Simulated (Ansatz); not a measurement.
GaSb under changes of volume

One of the cells (28.625 Å³/atom); the others are scaled copies at fixed shape and fractional positions:

```xyz
2
Lattice="0.0000 3.0590 3.0590 3.0590 0.0000 3.0590 3.0590 3.0590 0.0000" Properties=species:S:1:pos:R:3 pbc="T T T"
Sb    4.5885    4.5885    4.5885
Ga    0.0000    0.0000    0.0000
```

```yaml
Program: Ansatz 0.2.0
Functional: HSE03
Potentials_or_basis: Ansatz PAW
Cutoff: "420 eV (not typed: the program's choice for these potentials)"
k_mesh: 4 × 4 × 4
Occupations: fermi-dirac, width 0.05 eV
Spin: no spin polarisation
```

```tsv
volume (Å³/atom)	energy over the lowest point (meV/atom)	pressure (GPa)	gap on the mesh (eV)
26.907	33.74	5.2	1.08
27.480	18.06	3.6	1.02
28.052	7.63	2.3	0.88
28.625	?	?	?
29.197	0.00	0.0	0.56
29.770	1.92	-1.0	0.41
30.342	7.29	-1.8	0.25
```

Question: What does the run at 28.625 Å³/atom give?

Answer: Energy over the lowest point 1.74 meV/atom; pressure 1.1 GPa; gap on the mesh 0.72 eV.

Worked out: A Birch-Murnaghan fit of order 3 (a polynomial in V^(-2/3)) to the other rows has its minimum at 29.17 Å³/atom with B0 = V·E''(V) = 53 GPa and B' = 4.4. It gives 1.72 meV/atom at 28.625 Å³/atom, against the run's 1.74, and -dE/dV = 1.0 GPa, against 1.1. A parabola through the other rows of the gap, of slope -7.25 eV per unit of ln V there, gives 0.73 eV, against the run's 0.72.

Energies are extrapolated to zero smearing.

Caveats: all runs use coarse meshes; spin-orbit coupling is left out, which moves the levels of the heavy elements; the PAW data sets come from PBE, with cores solved anew for the run's functional, which leaves a small shift of forces and pressure; the thresholds are loose for stress.

A mesh can miss the band edges.
